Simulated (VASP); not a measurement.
# TiC (Fm-3m) in VASP: notebook

The runs below take TiC through elastic constants, band structure, density of states, with PBEsol, PBE, LDA, r2SCAN.

All numbers are computed with VASP 6.6.1; they aren't measurements. Logs are shortened: lines on timing, memory, paths and dates and some standing lists are left out, and cuts for length are marked.

## Step 1: The structure

Symmetry: Fm-3m, No. 225, cubic system. Conventional cell: a = 4.294 Å, b = 4.294 Å, c = 4.294 Å, α = 90.00°, β = 90.00°, γ = 90.00°. Ti (site symmetry m-3m) has 6 C at 2.15 Å as nearest neighbours. C (site symmetry m-3m) is surrounded by 6 Ti at 2.15 Å.

## Step 2: Elastic constants, PBEsol

Contents of POSCAR:

```
TiC
1.0
    0.0000000000      2.1471057727      2.1471057727
    2.1471057727      0.0000000000      2.1471057727
    2.1471057727      2.1471057727      0.0000000000
  Ti              C
     1     1
Direct
     0.0000000000000000    0.0000000000000000    0.0000000000000000
     0.5000000000000000    0.5000000000000000    0.5000000000000000
```

Contents of INCAR.step1:

```
  ALGO = Normal
  EDIFF = 1E-8
  EDIFFG = -0.002
  ENCUT = 600
  GGA = PS
  IBRION = 2
  ISIF = 3
  ISMEAR = 1
  KPAR = 2
  LASPH = True
  LCHARG = False
  LREAL = False
  LWAVE = False
  NELM = 80
  NSW = 40
  PREC = Accurate
  SIGMA = 0.2
```

Contents of INCAR.step2:

```
  ALGO = Normal
  EDIFF = 1E-8
  ENCUT = 600
  GGA = PS
  IBRION = 6
  ISIF = 3
  ISMEAR = 1
  KPAR = 2
  LASPH = True
  LCHARG = False
  LREAL = False
  LWAVE = False
  NELM = 80
  NFREE = 2
  NSW = 1
  POTIM = 0.015
  PREC = Accurate
  SIGMA = 0.2
```

Contents of KPOINTS:

```
k-points
0
Gamma
  28 28 28
```

Potentials or basis: VASP PAW PBE potentials, release 64 (Ti_sv, C).

Command:

```console
> cat potpaw_PBE.64/Ti_sv/POTCAR potpaw_PBE.64/C/POTCAR > POTCAR
> cp INCAR.step1 INCAR
> mpirun -np 2 vasp_std > vasp.out
> cp CONTCAR POSCAR
> cp INCAR.step2 INCAR
> mpirun -np 2 vasp_std > vasp.out
```

OUTCAR:

```text
EDIFF = 1E-8
   ENCUT = 600
   GGA = PS
   IBRION = 6
   ISIF = 3
   ISMEAR = 1
   LASPH = True
   LREAL = False
   NELM = 80
   NFREE = 2
   NSW = 1
   POTIM = 0.015
   PREC = Accurate

 ion  position               nearest neighbor table
   1  0.000  0.000  0.000-   2 2.15   2 2.15   2 2.15   2 2.15   2 2.15   2 2.15
   2  0.500  0.500  0.500-   1 2.15   1 2.15   1 2.15   1 2.15   1 2.15   1 2.15

  LATTYP: Found a face centered cubic cell.
 ALAT       =     4.2942115454

  Lattice vectors:

 A1 = (   0.0000000000,   2.1471057727,   2.1471057727)
 A2 = (   2.1471057727,   0.0000000000,   2.1471057727)
 A3 = (   2.1471057727,   2.1471057727,   0.0000000000)

Analysis of symmetry for initial positions (statically):
=====================================================================
 Subroutine PRICEL returns:
 Original cell was already a primitive cell.

 Routine SETGRP: Setting up the symmetry group for a
 face centered cubic supercell.

 Subroutine GETGRP returns: Found 48 space group operations
 (whereof 48 operations were pure point group operations)
 out of a pool of 48 trial point group operations.

The static configuration has the point symmetry O_h .

Analysis of symmetry for dynamics (positions and initial velocities):
=====================================================================
 Subroutine PRICEL returns:
 Original cell was already a primitive cell.

 Routine SETGRP: Setting up the symmetry group for a
 face centered cubic supercell.

 Subroutine GETGRP returns: Found 48 space group operations
 (whereof 48 operations were pure point group operations)
 out of a pool of 48 trial point group operations.

The dynamic configuration has the point symmetry O_h .

[... 694 lines left out ...]
  band No.  band energies     occupation
      1     -46.5892      2.00000
      2     -23.1455      2.00000
      3     -22.8038      2.00000
      4     -22.7949      2.00000
      5      -0.8772      2.00000
      6       5.7790      2.00000
      7       7.2716      2.00000
      8       7.4429      2.00000
      9      11.6548     -0.00000
     10      11.9591     -0.00000
     11      12.9135     -0.00000
     12      16.2457      0.00000

 [... further k-points ...]

------------------------ aborting loop because EDIFF is reached ----------------------------------------

  FORCE on cell =-STRESS in cart. coord.  units (eV):
  Direction    XX          YY          ZZ          XY          YZ          ZX
  --------------------------------------------------------------------------------------
  -------------------------------------------------------------------------------------
  Total        0.0062369     -0.0021977     -0.0021977     -0.0000000      0.0000000      0.0000000
  in kB        0.5047665     -0.1778636     -0.1778636     -0.0000000      0.0000000      0.0000000
  external PRESSURE =       0.0496798 kB  Pullay stress =       0.0000000 kB
[... 17 lines left out ...]
  FREE ENERGIE OF THE ION-ELECTRON SYSTEM (eV)
  ---------------------------------------------------
  free  energy   TOTEN  =       -19.8014550270 eV

  energy  without entropy=      -19.8016980196  energy(sigma->0) =      -19.80153602

 INTERNAL STRAIN TENSORS FROM STRAINED CELLS
 ============================================

 INTERNAL STRAIN TENSOR FOR ION    1 for displacements in x,y,z  (eV/Angst):
          X           Y           Z          XY          YZ          ZX
  --------------------------------------------------------------------------------
  x     0.00000     0.00000     0.00000     0.00000    -0.00000     0.00000
  y    -0.00000     0.00000     0.00000    -0.00000    -0.00000    -0.00000
  z     0.00000    -0.00000     0.00000    -0.00000     0.00000     0.00000

 INTERNAL STRAIN TENSORS FROM DISPLACED ATOMS
 ============================================

 INTERNAL STRAIN TENSOR FOR ION    1 for displacements in x,y,z  (eV/Angst):
          X           Y           Z          XY          YZ          ZX
  --------------------------------------------------------------------------------
  x     0.00000     0.00000     0.00000     0.00000     0.00000     0.00000
  y     0.00000     0.00000     0.00000     0.00000     0.00000     0.00000
  z     0.00000     0.00000     0.00000     0.00000     0.00000     0.00000

 INTERNAL STRAIN TENSOR FOR ION    2 for displacements in x,y,z  (eV/Angst):
          X           Y           Z          XY          YZ          ZX
  --------------------------------------------------------------------------------
  x     0.00000     0.00000     0.00000     0.00000     0.00000     0.00000
  y     0.00000     0.00000     0.00000     0.00000     0.00000     0.00000
  z     0.00000     0.00000     0.00000     0.00000     0.00000     0.00000

 Eigenvectors and eigenvalues of the dynamical matrix
 ----------------------------------------------------

   1 f  =   16.191175 THz   101.732155 2PiTHz  540.079476 cm-1    66.961291 meV
             X         Y         Z           dx          dy          dz
      0.000000  0.000000  0.000000     0.000000    0.000000   -0.447927
      2.147106  2.147106  2.147106     0.000000   -0.000000    0.894070
[... 21 lines left out ...]
   6 f/i=    0.001842 THz     0.011575 2PiTHz    0.061448 cm-1     0.007619 meV
             X         Y         Z           dx          dy          dz
      0.000000  0.000000  0.000000    -0.571889   -0.683552   -0.071140
      2.147106  2.147106  2.147106    -0.286515   -0.342458   -0.035641

--------------------------------------------------------------------------------------------------------

 ELASTIC MODULI CONTR FROM IONIC RELAXATION (kBar)
 Direction    XX          YY          ZZ          XY          YZ          ZX
 --------------------------------------------------------------------------------
 XX           0.0000      0.0000      0.0000      0.0000      0.0000      0.0000
 YY           0.0000      0.0000      0.0000      0.0000      0.0000      0.0000
 ZZ           0.0000      0.0000      0.0000      0.0000      0.0000      0.0000
 XY           0.0000      0.0000      0.0000      0.0000      0.0000      0.0000
 YZ           0.0000      0.0000      0.0000      0.0000      0.0000      0.0000
 ZX           0.0000      0.0000      0.0000      0.0000      0.0000      0.0000
 --------------------------------------------------------------------------------

 TOTAL ELASTIC MODULI (kBar)
 Direction    XX          YY          ZZ          XY          YZ          ZX
 --------------------------------------------------------------------------------
 XX        5538.6024   1213.7345   1213.7345      0.0000      0.0000      0.0000
 YY        1213.7345   5538.6024   1213.7345      0.0000      0.0000     -0.0000
 ZZ        1213.7345   1213.7345   5538.6024      0.0000      0.0000      0.0000
 XY           0.0000      0.0000      0.0000   1716.3380      0.0000      0.0000
 YZ           0.0000      0.0000      0.0000      0.0000   1716.3380      0.0000
 ZX           0.0000     -0.0000      0.0000      0.0000      0.0000   1716.3380
 --------------------------------------------------------------------------------
```

OUTCAR.step1:

```text
EDIFF = 1E-8
   EDIFFG = -0.002
   ENCUT = 600
   GGA = PS
   IBRION = 2
   ISIF = 3
   ISMEAR = 1
   LASPH = True
   LREAL = False
[... 583 lines left out ...]
      0.00000      0.00000      0.00000         0.000000     -0.000000     -0.000000
      2.14711      2.14711      2.14711        -0.000000      0.000000      0.000000
 -----------------------------------------------------------------------------------
    total drift:                                0.000000     -0.000000     -0.000000

  FREE ENERGIE OF THE ION-ELECTRON SYSTEM (eV)
  ---------------------------------------------------
  free  energy   TOTEN  =       -19.8026137982 eV

  energy  without entropy=      -19.8028520153  energy(sigma->0) =      -19.80269320

 reached required accuracy - stopping structural energy minimisation
```

Wall time 40 min (2 MPI ranks of Intel Xeon Platinum 8488C (Sapphire Rapids), shared host); peak memory 2.7 GiB.

What came out:

- Elastic constants C11, C12, C44: 554, 121, 172 GPa
- Voigt bulk modulus: 266 GPa
- Highest phonon frequency at Γ, LO-TO splitting left out: 540 cm⁻¹

Phonon frequencies in cm⁻¹ (negative: imaginary):
| q point | frequencies |
| --- | --- |
| (0.000, 0.000, 0.000) | 0 0 0 540 540 540 |

Elastic tensor in Voigt notation (GPa, in the Cartesian axes of the cell as first typed):
```
554 121 121   0   0   0
121 554 121   0   0   0
121 121 554   0   0   0
  0   0   0 172   0   0
  0   0   0   0 172   0
  0   0   0   0   0 172
```

Clamped-ion elastic tensor (GPa):
```
554 121 121   0   0   0
121 554 121   0   0   0
121 121 554   0   0   0
  0   0   0 172   0   0
  0   0   0   0 172   0
  0   0   0   0   0 172
```

Caveat: the PAW data sets were made with another functional, which shifts forces and pressure a little.

## Step 3: Band structure, PBE

Contents of INCAR:

```
ALGO     = Normal         # electronic algorithm
EDIFF    = 1E-6           # SCF threshold, eV
ENCUT    = 520            # plane-wave cutoff, eV
GGA      = PE             # functional
ISIF     = 2              # what is computed and relaxed
ISMEAR   = 1              # smearing method
LASPH    = T              # aspherical terms in the spheres
LCHARG   = F              # write CHGCAR
LMAXMIX  = 4              # l up to which the mixer works
LREAL    = F              # projectors in reciprocal space
LWAVE    = F              # write WAVECAR
NBANDS   = 15             # bands
NELM     = 80             # most SCF steps
PREC     = Accurate       # precision mode
SIGMA    = 0.1            # smearing width, eV
```

Contents of KPOINTS:

```
k-points
0
Gamma
  14 14 14
```

Contents of POSCAR:

```
TiC                                     
1.0
    0.0000000000      2.1471057723      2.1471057723
    2.1471057723      0.0000000000      2.1471057723
    2.1471057723      2.1471057723      0.0000000000
  Ti              C             
     1     1
Direct
     0.0000000000000000    0.0000000000000000    0.0000000000000000
     0.5000000000000000    0.5000000000000000    0.5000000000000000
```

Contents of KPOINTS_OPT:

```
explicit points
202
Reciprocal
 0.0000000000  0.0000000000  0.0000000000 1
 0.0555555556  0.0000000000  0.0555555556 1
 0.1111111111  0.0000000000  0.1111111111 1
 0.1666666667  0.0000000000  0.1666666667 1
 0.2222222222  0.0000000000  0.2222222222 1
 0.2777777778  0.0000000000  0.2777777778 1
[... 194 lines left out ...]
 0.4914947700  0.0085052300  0.5000000000 1
 0.5085052300 -0.0085052300  0.5000000000 1
```

Potentials or basis: VASP PAW PBE potentials, release 64 (Ti_sv, C).

Command:

```console
> cat potpaw_PBE.64/Ti_sv/POTCAR potpaw_PBE.64/C/POTCAR > POTCAR
> mpirun -np 1 vasp_std > vasp.out
```

It took 28 s on 1 thread of Intel Xeon Platinum 8488C (Sapphire Rapids), shared host; peak memory 0.17 GiB.

The run converged. Its results:

```yaml
Free_energy: -18.6964 eV
Pressure: 7.3 GPa
Band_gap_along_the_path: none (metal or under the smearing width)
```

Levels at the corners of the path, in eV from the Fermi level:
| point | band 4 | band 5 | band 6 | band 7 | band 8 | band 9 | band 10 | band 11 | band 12 | band 13 |
| --- | --- | --- | --- | --- | --- | --- | --- | --- | --- | --- |
| Γ | -32.53 | -12.52 | 0.70 | 0.70 | 0.70 | 1.71 | 1.71 | 1.71 | 1.76 | 1.76 |
| X | -32.71 | -10.22 | -3.45 | -1.70 | -0.02 | -0.02 | 2.80 | 3.64 | 3.64 | 6.04 |
| X | -32.71 | -10.22 | -3.45 | -1.70 | -0.02 | -0.02 | 2.80 | 3.64 | 3.64 | 6.04 |
| W | -32.72 | -9.59 | -3.19 | -3.19 | -2.77 | 2.88 | 2.88 | 3.64 | 5.32 | 5.38 |
| W | -32.72 | -9.59 | -3.19 | -3.19 | -2.77 | 2.88 | 2.88 | 3.64 | 5.32 | 5.38 |
| K | -32.67 | -9.67 | -3.54 | -3.39 | -1.76 | 1.50 | 3.24 | 3.95 | 5.60 | 5.73 |
| K | -32.67 | -9.67 | -3.54 | -3.39 | -1.76 | 1.50 | 3.24 | 3.95 | 5.60 | 5.73 |
| Γ | -32.53 | -12.52 | 0.70 | 0.70 | 0.70 | 1.71 | 1.71 | 1.71 | 1.76 | 1.76 |
| Γ | -32.53 | -12.52 | 0.70 | 0.70 | 0.70 | 1.71 | 1.71 | 1.71 | 1.76 | 1.76 |
| L | -32.58 | -8.92 | -5.96 | -2.98 | -2.98 | 3.02 | 3.02 | 4.24 | 8.36 | 8.40 |
| L | -32.58 | -8.92 | -5.96 | -2.98 | -2.98 | 3.02 | 3.02 | 4.24 | 8.36 | 8.40 |
| U | -32.67 | -9.67 | -3.54 | -3.39 | -1.76 | 1.50 | 3.24 | 3.95 | 5.60 | 5.73 |
| U | -32.67 | -9.67 | -3.54 | -3.39 | -1.76 | 1.50 | 3.24 | 3.95 | 5.60 | 5.73 |
| W | -32.72 | -9.59 | -3.19 | -3.19 | -2.77 | 2.88 | 2.88 | 3.64 | 5.32 | 5.38 |
| W | -32.72 | -9.59 | -3.19 | -3.19 | -2.77 | 2.88 | 2.88 | 3.64 | 5.32 | 5.38 |
| L | -32.58 | -8.92 | -5.96 | -2.98 | -2.98 | 3.02 | 3.02 | 4.24 | 8.36 | 8.40 |
| L | -32.58 | -8.92 | -5.96 | -2.98 | -2.98 | 3.02 | 3.02 | 4.24 | 8.36 | 8.40 |
| K | -32.67 | -9.67 | -3.54 | -3.39 | -1.76 | 1.50 | 3.24 | 3.95 | 5.60 | 5.73 |
| U | -32.67 | -9.67 | -3.54 | -3.39 | -1.76 | 1.50 | 3.24 | 3.95 | 5.60 | 5.73 |
| X | -32.71 | -10.22 | -3.45 | -1.70 | -0.02 | -0.02 | 2.80 | 3.64 | 3.64 | 6.04 |

## Step 4: Band structure, LDA

Edit INCAR of step 3 so:

```diff
@@ -3,3 +3,2 @@
 ENCUT    = 520            # plane-wave cutoff, eV
-GGA      = PE             # functional
 ISIF     = 2              # what is computed and relaxed
```

KPOINTS is that of step 3.

POSCAR is that of step 3.

KPOINTS_OPT is that of step 3.

Potentials or basis: VASP PAW LDA potentials, release 64 (Ti_sv, C).

Command:

```console
> cat potpaw_LDA.64/Ti_sv/POTCAR potpaw_LDA.64/C/POTCAR > POTCAR
> mpirun -np 1 vasp_std > vasp.out
```

Wall time 27 s (1 thread of Intel Xeon Platinum 8488C (Sapphire Rapids), shared host); peak memory 0.16 GiB.

It converged, with:

| Item | Value |
| --- | --- |
| Free energy | -20.5316 eV |
| Pressure | -5.6 GPa |
| Band gap along the path | none (metal or under the smearing width) |

Levels at the corners of the path, in eV from the Fermi level:
| point | band 4 | band 5 | band 6 | band 7 | band 8 | band 9 | band 10 | band 11 | band 12 | band 13 |
| --- | --- | --- | --- | --- | --- | --- | --- | --- | --- | --- |
| Γ | -32.20 | -12.33 | 0.64 | 0.64 | 0.64 | 1.72 | 1.72 | 1.72 | 1.77 | 1.77 |
| X | -32.39 | -10.02 | -3.39 | -1.75 | 0.02 | 0.02 | 2.81 | 3.60 | 3.60 | 6.12 |
| X | -32.39 | -10.02 | -3.39 | -1.75 | 0.02 | 0.02 | 2.81 | 3.60 | 3.60 | 6.12 |
| W | -32.40 | -9.38 | -3.16 | -3.16 | -2.75 | 2.84 | 2.84 | 3.60 | 5.39 | 5.40 |
| W | -32.40 | -9.38 | -3.16 | -3.16 | -2.75 | 2.84 | 2.84 | 3.60 | 5.39 | 5.40 |
| K | -32.34 | -9.46 | -3.53 | -3.34 | -1.74 | 1.47 | 3.20 | 3.92 | 5.62 | 5.80 |
| K | -32.34 | -9.46 | -3.53 | -3.34 | -1.74 | 1.47 | 3.20 | 3.92 | 5.62 | 5.80 |
| Γ | -32.20 | -12.33 | 0.64 | 0.64 | 0.64 | 1.72 | 1.72 | 1.72 | 1.77 | 1.77 |
| Γ | -32.20 | -12.33 | 0.64 | 0.64 | 0.64 | 1.72 | 1.72 | 1.72 | 1.77 | 1.77 |
| L | -32.25 | -8.66 | -5.94 | -2.98 | -2.98 | 2.97 | 2.97 | 4.21 | 8.42 | 8.42 |
| L | -32.25 | -8.66 | -5.94 | -2.98 | -2.98 | 2.97 | 2.97 | 4.21 | 8.42 | 8.42 |
| U | -32.34 | -9.46 | -3.53 | -3.34 | -1.74 | 1.47 | 3.20 | 3.92 | 5.62 | 5.80 |
| U | -32.34 | -9.46 | -3.53 | -3.34 | -1.74 | 1.47 | 3.20 | 3.92 | 5.62 | 5.80 |
| W | -32.40 | -9.38 | -3.16 | -3.16 | -2.75 | 2.84 | 2.84 | 3.60 | 5.39 | 5.40 |
| W | -32.40 | -9.38 | -3.16 | -3.16 | -2.75 | 2.84 | 2.84 | 3.60 | 5.39 | 5.40 |
| L | -32.25 | -8.66 | -5.94 | -2.98 | -2.98 | 2.97 | 2.97 | 4.21 | 8.42 | 8.42 |
| L | -32.25 | -8.66 | -5.94 | -2.98 | -2.98 | 2.97 | 2.97 | 4.21 | 8.42 | 8.42 |
| K | -32.34 | -9.46 | -3.53 | -3.34 | -1.74 | 1.47 | 3.20 | 3.92 | 5.62 | 5.80 |
| U | -32.34 | -9.46 | -3.53 | -3.34 | -1.74 | 1.47 | 3.20 | 3.92 | 5.62 | 5.80 |
| X | -32.39 | -10.02 | -3.39 | -1.75 | 0.02 | 0.02 | 2.81 | 3.60 | 3.60 | 6.12 |

## Step 5: Band structure, r2SCAN

Edit INCAR of step 4 so:

```diff
@@ -8,4 +8,6 @@
 LMAXMIX  = 4              # l up to which the mixer works
+LMIXTAU  = T            
 LREAL    = F              # projectors in reciprocal space
 LWAVE    = F              # write WAVECAR
+METAGGA  = R2SCAN         # meta-GGA
 NBANDS   = 15             # bands
```

KPOINTS is that of step 4.

POSCAR is that of step 4.

KPOINTS_OPT is that of step 4.

Potentials or basis: VASP PAW PBE potentials, release 64 (Ti_sv, C).

Command:

```console
> cat potpaw_PBE.64/Ti_sv/POTCAR potpaw_PBE.64/C/POTCAR > POTCAR
> mpirun -np 1 vasp_std > vasp.out
```

Run time: 1.9 min. Hardware: 1 thread of Intel Xeon Platinum 8488C (Sapphire Rapids), shared host; peak memory 0.18 GiB.

Results (log left out):

```yaml
Free_energy: -24.8564 eV
Pressure: 7.4 GPa
Band_gap_along_the_path: none (metal or under the smearing width)
```

Levels at the corners of the path, in eV from the Fermi level:
| point | band 5 | band 6 | band 7 | band 8 | band 9 | band 10 | band 11 | band 12 |
| --- | --- | --- | --- | --- | --- | --- | --- | --- |
| Γ | -13.33 | 0.88 | 0.88 | 0.88 | 1.70 | 1.70 | 1.70 | 1.77 |
| X | -11.05 | -3.71 | -1.60 | -0.13 | -0.13 | 2.83 | 3.91 | 3.91 |
| X | -11.05 | -3.71 | -1.60 | -0.13 | -0.13 | 2.83 | 3.91 | 3.91 |
| W | -10.41 | -3.37 | -3.37 | -3.00 | 3.09 | 3.09 | 3.91 | 5.45 |
| W | -10.41 | -3.37 | -3.37 | -3.00 | 3.09 | 3.09 | 3.91 | 5.45 |
| K | -10.48 | -3.71 | -3.60 | -1.96 | 1.65 | 3.50 | 4.22 | 5.79 |
| K | -10.48 | -3.71 | -3.60 | -1.96 | 1.65 | 3.50 | 4.22 | 5.79 |
| Γ | -13.33 | 0.88 | 0.88 | 0.88 | 1.70 | 1.70 | 1.70 | 1.77 |
| Γ | -13.33 | 0.88 | 0.88 | 0.88 | 1.70 | 1.70 | 1.70 | 1.77 |
| L | -9.70 | -6.21 | -3.22 | -3.22 | 3.25 | 3.25 | 4.53 | 8.78 |
| L | -9.70 | -6.21 | -3.22 | -3.22 | 3.25 | 3.25 | 4.53 | 8.78 |
| U | -10.48 | -3.71 | -3.60 | -1.96 | 1.65 | 3.50 | 4.22 | 5.79 |
| U | -10.48 | -3.71 | -3.60 | -1.96 | 1.65 | 3.50 | 4.22 | 5.79 |
| W | -10.41 | -3.37 | -3.37 | -3.00 | 3.09 | 3.09 | 3.91 | 5.45 |
| W | -10.41 | -3.37 | -3.37 | -3.00 | 3.09 | 3.09 | 3.91 | 5.45 |
| L | -9.70 | -6.21 | -3.22 | -3.22 | 3.25 | 3.25 | 4.53 | 8.78 |
| L | -9.70 | -6.21 | -3.22 | -3.22 | 3.25 | 3.25 | 4.53 | 8.78 |
| K | -10.48 | -3.71 | -3.60 | -1.96 | 1.65 | 3.50 | 4.22 | 5.79 |
| U | -10.48 | -3.71 | -3.60 | -1.96 | 1.65 | 3.50 | 4.22 | 5.79 |
| X | -11.05 | -3.71 | -1.60 | -0.13 | -0.13 | 2.83 | 3.91 | 3.91 |

Caveat: the PAW data sets were made with another functional, which shifts forces and pressure a little.

[end of part 1 of 2]
